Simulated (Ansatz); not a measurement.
Ge:

```
CELL_PARAMETERS angstrom
0.00000 2.82891 2.82891
2.82891 0.00000 2.82891
2.82891 2.82891 0.00000
ATOMIC_POSITIONS crystal
Ge 0.75000 0.75000 0.75000
Ge 0.50000 0.50000 0.50000
```

Base run:

- Program: Ansatz 0.2.0
- Functional: PBE0
- Potentials or basis: Ansatz PAW
- Cutoff: 420 eV (not typed: the program's choice for these potentials)
- k mesh: 5 × 5 × 5
- Occupations: fermi-dirac, width 0.05 eV
- Spin: no spin polarisation

Its results: band gap on the k mesh 1.50 eV, direct; pressure 0.8 GPa.

Q: After a change of settings the same cell gave: band gap on the k mesh 0.14 eV, direct; pressure 5.5 GPa. Which change was it?
A. functional from PBE0 to PBEsol
B. functional from PBE0 to r2SCAN0; cutoff from 420 eV (not typed: the program's choice for these potentials) to 500 eV (not typed: the program's choice for these potentials)
C. functional from PBE0 to HSE06
D. functional from PBE0 to RPBE

A: D.

PBE0 gives the wider gap, since exact exchange removes part of the self-interaction.

Caveats: the PAW data sets come from PBE, with cores solved anew for the run's functional, which leaves a small shift of forces and pressure; odd divisions of the mesh miss points on the zone boundary, where band edges often lie, so the gap on the mesh can be too wide (some runs); the thresholds are loose for stress (some runs).

Runs at the PBE level aren't shown here.
